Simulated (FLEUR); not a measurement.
# GaN: equation of state with PBEsol

Crystal: GaN.

```
CELL_PARAMETERS angstrom
3.18000 0.00000 0.00000
-1.59000 2.75396 0.00000
0.00000 0.00000 5.16600
ATOMIC_POSITIONS crystal
Ga 0.66667 0.33333 0.50000
Ga 0.33333 0.66667 0.00000
N 0.66667 0.33333 0.87500
N 0.33333 0.66667 0.37500
```

```
Program             : FLEUR MaX-R8.1 (later development tree)
Task                : equation of state
Functional          : PBEsol
Potentials or basis : all-electron
Basis               : FLAPW
Kmax                : 5.27 1/bohr
k mesh              : 10 × 10 × 5
Occupations         : fermi-dirac, width 0.05 eV
Spin                : no spin polarisation
```

| Property | Result |
| --- | --- |
| Equilibrium volume | 11.37 Å³/atom |
| Bulk modulus at fixed shape and positions | 189 GPa |
| Pressure derivative of the bulk modulus | 4.2 |

Energy against volume, from the lowest point:
| volume (Å³/atom) | energy (meV/atom) |
| --- | --- |
| 10.632 | 31.58 |
| 10.858 | 14.57 |
| 11.084 | 4.27 |
| 11.310 | 0.00 |
| 11.537 | 1.23 |
| 11.763 | 7.35 |
| 11.989 | 17.90 |

Caveat: the cell was scaled at fixed shape and fractional positions, which overstates the stiffness of a crystal with free parameters, most of all of layers and chains.
